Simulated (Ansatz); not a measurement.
# Se: response to strain

Aim: deform Se (equal xy, yz and zx engineering shear strains of -2 %) and compute stress, forces and field gradients with LAPW, PAW and all-electron datasets made for the crystal.

Computed with Ansatz 0.2.0 (DFT PBE, scalar-relativistic, unless a step's input says otherwise).

## (1) The system as given

Symmetry: P3_221, No. 154, trigonal system. The conventional cell has a = 4.355 Å, b = 4.355 Å, c = 4.949 Å, α = 90.00°, β = 90.00°, γ = 120.00°. Se (site symmetry 2) is surrounded by 2 Se at 2.32 Å.

Structure file:

```cif
data_structure
_symmetry_space_group_name_H-M 'P 1'
_symmetry_Int_Tables_number 1
_cell_length_a 4.3552
_cell_length_b 4.3552
_cell_length_c 4.9494
_cell_angle_alpha 90.000
_cell_angle_beta 90.000
_cell_angle_gamma 120.000
_cell_volume 81.30
loop_
_atom_site_label
_atom_site_type_symbol
_atom_site_fract_x
_atom_site_fract_y
_atom_site_fract_z
_atom_site_occupancy
Se1 Se 0.21700 0.00000 0.16667 1
Se2 Se 0.00000 0.21700 0.83333 1
Se3 Se 0.78300 0.78300 0.50000 1
```

Atoms are numbered in the order of the input: Se1, Se2, Se3.

## (2) After the deformation

Space group P3_221 before, P1 after.

## (3) All-electron LAPW

Contents of input.yaml:

```yaml
crystal:
  lattice:
    - [4.3551696776, -0.0435516968, -0.0435516968]
    - [-2.2153017146, 3.793463427, -0.0159410274]
    - [-0.0494945, -0.0494945, 4.94945]
  atoms:
    - { symbol: Se, position: [0.217, 0.0, 0.1666666667] }
    - { symbol: Se, position: [0.0, 0.217, 0.8333333333] }
    - { symbol: Se, position: [0.783, 0.783, 0.5] }
kpoints:
  mp_grid: { grid: [8, 8, 6] }
  band_path:
    path:
      - [0.0, 0.0, 0.0]
      - [0.0, 0.0, 0.5]
      - [-0.5, 0.5, 0.0]
      - [0.0, 0.0, 0.0]
      - [0.0, -0.5, 0.0]
      - [-0.5, 0.0, 0.5]
      - [0.0, 0.0, 0.0]
      - [-0.5, 0.0, 0.0]
      - [0.0, -0.5, 0.5]
    npoints: 5
scf:
  occupations: { method: fermi_dirac, width: 0.03 }
hamiltonian:
  xc: pbe
  pseudopotentials: { kind: all_electron, lapw: { basis_error: 0.0005 } }
output:
  forces: true
  stress: true
  eigenvalues: true
```

On the command line:

```sh
ansatz run input.yaml --threads 1 --pin off --max-ram 4096MiB --backend cpu --events-out ev --progress --plain --runs-dir out
```

## (4) PAW on the default files

Contents of input.yaml:

```yaml
crystal:
  lattice:
    - [4.3551696776, -0.0435516968, -0.0435516968]
    - [-2.2153017146, 3.793463427, -0.0159410274]
    - [-0.0494945, -0.0494945, 4.94945]
  atoms:
    - { symbol: Se, position: [0.217, 0.0, 0.1666666667] }
    - { symbol: Se, position: [0.0, 0.217, 0.8333333333] }
    - { symbol: Se, position: [0.783, 0.783, 0.5] }
kpoints:
  mp_grid: { grid: [8, 8, 6] }
scf:
  occupations: { method: fermi_dirac, width: 0.03 }
hamiltonian:
  xc: pbe
  pseudopotentials: { kind: paw }
output:
  forces: true
  stress: true
  eigenvalues: true
  efg: { contact_densities: true }
```

## (5) Datasets made for this crystal

Edit input.yaml of step 4 so:

```diff
@@ -15,3 +15,3 @@
   xc: pbe
-  pseudopotentials: { kind: paw }
+  pseudopotentials: { kind: all_electron, datasets: crystal }
 output:
```

(Steps that only read results are left out.)

Before running it: what results should come out? Wanted: pressure; largest shear or deviatoric stress.

**Answer**, as computed:

| quantity | value |
| --- | --- |
| pressure | LAPW 5.56, PAW 5.57, crystal datasets 5.56 GPa |
| largest shear or deviatoric stress (LAPW) | 1.84 GPa |

In words: The largest part of the stress beyond the pressure is 1.84 GPa in size, in the zz component; the atoms are carried along and not relaxed. No run of the undeformed cell stands beside it, so the pressure holds what the given cell had before the change. PAW: stress within 0.02 GPa of LAPW, forces within 7 meV/Å. Crystal datasets: stress within 0.01 GPa of LAPW, forces within 1 meV/Å.
